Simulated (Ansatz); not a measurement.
**A Sn vacancy in rocksalt SnTe, 63 atoms, charge +1**

Aim: let the atoms about the defect relax, then find its formation energy, its levels in the gap and its spin by PBEsol.

Program: Ansatz 0.2.0, PAW, plane waves. These are calculated values, not measurements.

## 1. The starting cell

63 atoms (32 Te, 31 Sn); a = 12.569 Å, b = 12.569 Å, c = 12.569 Å, α = 90.00°, β = 90.00°, γ = 90.00°. All atoms were shaken off their sites by about 0.02 Å along each axis; atoms next to an added one may be pushed further to make room. Defect site 1: (0.500, 0.500, 0.500). Starting moments add up to 1 μB.

Plan of the steps: (2) PBEsol relaxation at the single k point (¼, ¼, ¼), on 1 × NVIDIA GB300 Max-Q with 8 threads of Arm Neoverse-V2.

## 2. PBEsol relaxation in the fixed cell

Contents of in.yaml:

```yaml
crystal:
  lattice:
    - [12.568998, 0.000000, 0.000000]
    - [0.000000, 12.568998, 0.000000]
    - [0.000000, 0.000000, 12.568998]
  atoms:
    - { symbol: Te, position: [0.250098, 0.000771, 0.002181] }
    - { symbol: Te, position: [0.247475, 0.999714, 0.500525] }
    - { symbol: Te, position: [0.249330, 0.502841, 0.998740] }
    - { symbol: Te, position: [0.250010, 0.503055, 0.498785], spin: 0.167 }
    - { symbol: Te, position: [0.746549, 0.001330, 0.002837] }
    - { symbol: Te, position: [0.748663, 0.999732, 0.499311] }
    - { symbol: Te, position: [0.747963, 0.501868, 0.999272] }
    - { symbol: Te, position: [0.752260, 0.502390, 0.500153], spin: 0.167 }
    - { symbol: Te, position: [0.000540, 0.250305, 0.999225] }
    - { symbol: Te, position: [0.999680, 0.250585, 0.499099] }
    - { symbol: Te, position: [0.999688, 0.749591, 0.000156] }
    - { symbol: Te, position: [0.999856, 0.750030, 0.503398] }
    - { symbol: Te, position: [0.497222, 0.250242, 0.001205] }
    - { symbol: Te, position: [0.497512, 0.250402, 0.500523], spin: 0.167 }
    - { symbol: Te, position: [0.498271, 0.749554, 0.998058] }
    - { symbol: Te, position: [0.497467, 0.753031, 0.499949], spin: 0.167 }
    - { symbol: Te, position: [0.999988, 0.999631, 0.251063] }
    - { symbol: Te, position: [0.002461, 0.003452, 0.748594] }
    - { symbol: Te, position: [0.998954, 0.499210, 0.251385] }
    - { symbol: Te, position: [0.998183, 0.503188, 0.752575] }
    - { symbol: Te, position: [0.498788, 0.000189, 0.248218] }
    - { symbol: Te, position: [0.500982, 0.997214, 0.748735] }
    - { symbol: Te, position: [0.499424, 0.500977, 0.250956], spin: 0.167 }
    - { symbol: Te, position: [0.500727, 0.498838, 0.750016], spin: 0.167 }
    - { symbol: Te, position: [0.251160, 0.252800, 0.252150] }
    - { symbol: Te, position: [0.250869, 0.251936, 0.747311] }
    - { symbol: Te, position: [0.252193, 0.748406, 0.249853] }
    - { symbol: Te, position: [0.248106, 0.749186, 0.748551] }
    - { symbol: Te, position: [0.747816, 0.252037, 0.251140] }
    - { symbol: Te, position: [0.749290, 0.251363, 0.748776] }
    - { symbol: Te, position: [0.750161, 0.748257, 0.251314] }
    - { symbol: Te, position: [0.748972, 0.750477, 0.751447] }
    - { symbol: Sn, position: [0.001886, 0.999729, 0.001930] }
    - { symbol: Sn, position: [0.998477, 0.999700, 0.499678] }
    - { symbol: Sn, position: [0.000530, 0.496372, 0.999499] }
    - { symbol: Sn, position: [0.998572, 0.499890, 0.499261] }
    - { symbol: Sn, position: [0.496940, 0.003087, 0.003324] }
    - { symbol: Sn, position: [0.501180, 0.000946, 0.501980] }
    - { symbol: Sn, position: [0.497885, 0.499538, 0.000208] }
    - { symbol: Sn, position: [0.250156, 0.250915, 0.002273] }
    - { symbol: Sn, position: [0.250953, 0.250195, 0.501358] }
    - { symbol: Sn, position: [0.250063, 0.749285, 0.999725] }
    - { symbol: Sn, position: [0.251057, 0.750949, 0.497729] }
    - { symbol: Sn, position: [0.751442, 0.247679, 0.998785] }
    - { symbol: Sn, position: [0.749532, 0.250310, 0.497481] }
    - { symbol: Sn, position: [0.751433, 0.749921, 0.999999] }
    - { symbol: Sn, position: [0.750862, 0.749355, 0.499288] }
    - { symbol: Sn, position: [0.251826, 0.000016, 0.251019] }
    - { symbol: Sn, position: [0.246268, 0.000028, 0.752663] }
    - { symbol: Sn, position: [0.252889, 0.500288, 0.250281] }
    - { symbol: Sn, position: [0.250506, 0.495398, 0.748794] }
    - { symbol: Sn, position: [0.750819, 0.000438, 0.246981] }
    - { symbol: Sn, position: [0.749879, 0.000067, 0.751402] }
    - { symbol: Sn, position: [0.751214, 0.500712, 0.248989] }
    - { symbol: Sn, position: [0.750454, 0.499889, 0.752389] }
    - { symbol: Sn, position: [0.002161, 0.248601, 0.249138] }
    - { symbol: Sn, position: [0.998692, 0.248230, 0.749103] }
    - { symbol: Sn, position: [0.999087, 0.746661, 0.248741] }
    - { symbol: Sn, position: [0.002501, 0.750439, 0.749124] }
    - { symbol: Sn, position: [0.499152, 0.250408, 0.251440] }
    - { symbol: Sn, position: [0.500861, 0.250966, 0.749666] }
    - { symbol: Sn, position: [0.501670, 0.747586, 0.252610] }
    - { symbol: Sn, position: [0.502407, 0.752233, 0.749533] }
  symmetry: { detect: false }
kpoints:
  mp_grid: { grid: [1, 1, 1], shift: [0.25, 0.25, 0.25] }
hamiltonian:
  xc: pbesol
total_charge: 1
magnetization:
  spin_polarized: true
scf:
  occupations: { method: fermi_dirac, width: 0.01 }
relax:
  f_tol: 0.03
  max_steps: 80
  escape_saddle: false
  adjacent_minimum: "off"
output:
  forces: true
  eigenvalues: true
  populations: true
  charged_corrections: { epsilon: 400 }
```

Command:

```
> ansatz run in.yaml --threads 8 --pin off --max-ram 118750MiB --runs-dir r --events-out ev --progress --plain --backend cuda --devices 0,
```

Before running it: what results should come out? Wanted: for each run, formation energy; host gap; moment.

As calculated:

| level | time | formation energy (eV) | host gap (eV) | moment (μB) |
| --- | --- | --- | --- | --- |
| PBEsol, relaxation | 14 s (GPU) | 0.78 | 0.17 | 0.00 |

| quantity | value |
| --- | --- |
| relaxation | 4 recorded steps, 0.22 eV gained |
| largest shift | 0.11 Å (Sn55) |

Relaxation gains 0.22 eV, with shifts up to 0.11 Å (Sn55). Part of this undoes the random shake of the start. No spin–orbit coupling is included; with elements this heavy it would shift the edges. The host's edges were read at Γ, so band-like levels at this k point need not coincide with them. Finite-cell errors of some tenths of an eV remain in such numbers. The dielectric constant of 400 in the correction is an assumed value.
